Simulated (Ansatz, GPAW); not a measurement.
# Ballistic transport through 1,4-phenylene between two Pt chains, from relaxation to T(E), part 4 of 4

How well does 1,4-phenylene between two Pt chains conduct once its atoms have relaxed, and how much do cheaper levels lose?

GPAW 26.7.0 and Ansatz 0.2.0; Ansatz plane waves; relaxation of the junction with the lead ends held (the session's first sound run).

So far, transmission at the Fermi level (one spin): step 3 (plane waves, PBE) 1.20; step 4 (GPAW, dzp, PBE, GPAW) 1.21; step 5 (single-zeta polarised basis, PBE, GPAW) 1.17; step 6 (GPAW, sz: basis = "sz(dzp)", PBE, GPAW) 1.04; step 7 (RPBE in the dzp basis: xc = "RPBE") 1.21. Also open channels of the lead at the Fermi level (one spin): step 5 4.

## (8) The structure as built: geometry = "as built" (continued)

Level of this step: GPAW LCAO, PAW setups; Landauer transmission from Green's functions with principal layers (ASE), zero bias (GPAW).

One spin. Table of transmission, zone mean by energy, zero at the Fermi level:

| energy (eV) | transmission, zone mean |
| --- | --- |
| -2.000 | 1.27 |
| -1.900 | 1.25 |
| -1.800 | 1.21 |
| -1.700 | 1.18 |
| -1.600 | 1.15 |
| -1.500 | 1.14 |
| -1.400 | 1.10 |
| -1.300 | 1.07 |
| -1.200 | 1.04 |
| -1.100 | 1.01 |
| -1.000 | 0.998 |
| -0.900 | 1.01 |
| -0.800 | 1.00 |
| -0.700 | 0.997 |
| -0.600 | 0.973 |
| -0.500 | 0.988 |
| -0.400 | 1.07 |
| -0.350 | 1.21 |
| -0.300 | 1.03 |
| -0.200 | 1.00 |
| -0.100 | 1.03 |
| 0.000 | 1.08 |
| 0.100 | 1.11 |
| 0.200 | 1.10 |
| 0.300 | 1.12 |
| 0.400 | 0.803 |
| 0.500 | 0.575 |
| 0.600 | 0.396 |
| 0.700 | 0.169 |
| 0.800 | 0.0562 |
| 0.900 | 0.0418 |
| 1.000 | 0.0319 |
| 1.100 | 0.0249 |
| 1.200 | 0.0197 |
| 1.300 | 0.0157 |
| 1.400 | 0.0127 |
| 1.500 | 0.0102 |
| 1.600 | 0.00829 |
| 1.700 | 0.00671 |
| 1.800 | 0.00540 |
| 1.900 | 0.00433 |
| 2.000 | 0.00343 |

The conductance, 1.07 G₀, lies 8.3 % below that of the dzp run.

## (9) All levels side by side

Times are wall times on the hardware named with each run. Results by setting:

```
no.       run  conductance (G₀)     time  memory (GiB)
  1    pw PBE             1.181  3.3 min           6.9
  2       dzp             1.172  3.8 min           1.8
  3       szp             1.125  2.1 min           1.7
  4        sz             1.012     90 s           1.6
  5  dzp RPBE             1.177    4 min           1.8
  6   asbuilt             1.075  3.9 min           1.8
```

## (10) Comparison

The curves are compared point by point over the common energies.

This step: comparison of transmission and cost over codes, levels and geometry (GPAW 26.7.0).

Ladder, by row:

```
    step    code  T at the Fermi level (sum over the listed spins)  conductance (G0)  r.m.s. T(E) from the first  wall time (s)  peak memory (GiB)  threads
  pw-pbe  Ansatz                                               1.2             1.181                           0          197.7              6.859        4
     dzp    GPAW                                             1.209             1.172                     0.09074          225.6               1.78        1
     szp    GPAW                                             1.172             1.125                      0.1689          126.7               1.71        1
      sz    GPAW                                             1.041             1.012                      0.2192          89.88               1.65        1
dzp-RPBE    GPAW                                             1.214             1.177                     0.09702          238.9               1.79        1
 asbuilt    GPAW                                             1.075             1.075                      0.1973          234.6               1.79        1
```

Table of transmission, zone mean, sum over the listed spins by energy, zero at the Fermi level:

| energy (eV) | pw-pbe | dzp | szp | sz | dzp-RPBE | asbuilt |
| --- | --- | --- | --- | --- | --- | --- |
| -2.000 | 1.06 | 1.05 | 1.03 | 1.03 | 1.05 | 1.27 |
| -1.800 | 1.09 | 1.08 | 1.05 | 0.923 | 1.08 | 1.21 |
| -1.600 | 1.14 | 1.12 | 0.981 | 0.964 | 1.12 | 1.15 |
| -1.450 | 1.19 | 1.14 | 1.07 | 0.990 | 1.01 | 1.12 |
| -1.400 | 1.08 | 1.07 | 1.08 | 0.994 | 1.08 | 1.10 |
| -1.200 | 1.22 | 1.17 | 1.11 | 1.04 | 1.16 | 1.04 |
| -1.000 | 1.28 | 1.23 | 1.14 | 1.03 | 1.23 | 0.998 |
| -0.975 | 1.29 | 1.24 | 1.14 | 1.03 | 1.24 | 0.998 |
| -0.950 | 1.28 | 1.25 | 1.14 | 1.01 | 1.25 | 0.999 |
| -0.800 | 1.11 | 1.12 | 1.00 | 0.854 | 1.11 | 1.00 |
| -0.600 | 1.27 | 1.22 | 1.15 | 1.07 | 1.21 | 0.973 |
| -0.475 | 0.866 | 1.15 | 1.16 | 1.14 | 1.17 | 1.02 |
| -0.400 | 1.06 | 1.11 | 0.998 | 1.02 | 1.08 | 1.07 |
| -0.200 | 0.927 | 0.762 | 0.796 | 0.778 | 0.782 | 1.00 |
| -0.075 | 1.11 | 1.06 | 1.24 | 1.24 | 1.08 | 1.04 |
| -0.050 | 1.15 | 1.12 | 1.26 | 1.21 | 1.14 | 1.05 |
| 0.000 | 1.20 | 1.21 | 1.17 | 1.04 | 1.21 | 1.08 |
| 0.025 | 1.21 | 1.22 | 1.08 | 0.926 | 1.22 | 1.09 |
| 0.200 | 0.832 | 0.707 | 0.442 | 0.355 | 0.700 | 1.10 |
| 0.400 | 0.329 | 0.294 | 0.214 | 0.186 | 0.293 | 0.803 |
| 0.600 | 0.184 | 0.169 | 0.123 | 0.111 | 0.170 | 0.396 |
| 0.800 | 0.0977 | 0.0851 | 0.0627 | 0.0593 | 0.0863 | 0.0562 |
| 1.000 | 0.0649 | 0.0593 | 0.0438 | 0.0422 | 0.0599 | 0.0319 |
| 1.200 | 0.0489 | 0.0448 | 0.0328 | 0.0321 | 0.0449 | 0.0197 |
| 1.400 | 0.0385 | 0.0354 | 0.0257 | 0.0256 | 0.0352 | 0.0127 |
| 1.600 | 0.0313 | 0.0289 | 0.0208 | 0.0212 | 0.0285 | 0.00829 |
| 1.800 | 0.0259 | 0.0242 | 0.0172 | 0.0181 | 0.0236 | 0.00540 |
| 2.000 | 0.0218 | 0.0206 | 0.0145 | 0.0158 | 0.0199 | 0.00343 |

## (11) What came out

```
conductance                                        : 1.17 G₀
transmission at the Fermi level, mean of the spins : 1.21
thermopower                                        : -3.78 μV/K
```

In the dzp basis the junction conducts 1.17 G₀ at 300 K, with T = 1.21 a spin at the Fermi level; the szp basis reaches that conductance within 10 %. Relaxation moved atoms by up to 0.49 Å and took the conductance from 1.07 to 1.17 G₀, as a ratio a smaller change than the step from dzp to the minimal basis. Plane waves (PBE) give T = 1.20 there. At the Fermi level two eigenchannels carry the current (0.97 and 0.23). Measured against the first run (pw-pbe), the nearest curve is that of dzp (r.m.s. 0.091) and the farthest that of sz (0.22). Over the compared runs wall time goes from 90 s (sz) to 239 s (dzp-RPBE), on a shared host; the plane-wave run used 4 threads and the orbital runs 1. The leads kept an estimated spacing and the cell its length, so the junction may be under some tension or compression. The run had no spin polarisation, so a magnetic state, which chains and small molecules with open shells often have, wasn't tested. Spin-orbit coupling is left out, which matters for the heavy atoms here. Semilocal functionals put molecular levels too near the Fermi level, so such conductances usually come out too high, and chain electrodes have a sharper density of states than real ones. An evenly spaced straight chain is an idealisation: free chains tend to dimerise, zigzag or, where a band edge lies near the Fermi level, turn magnetic. The currents use the zero-bias T(E) throughout, which holds only while the bias is small against the distance to the nearest feature.

[Logs are printed without paths, hosts, clocks, repeated set-up lines and the standing remarks that a program may print on its own settings, such as how far it seeks lower states.]

[Hosts, paths, dates, database ids (printed as entryN), source tags and the programs' standing remarks are cut or masked in the printed files.]
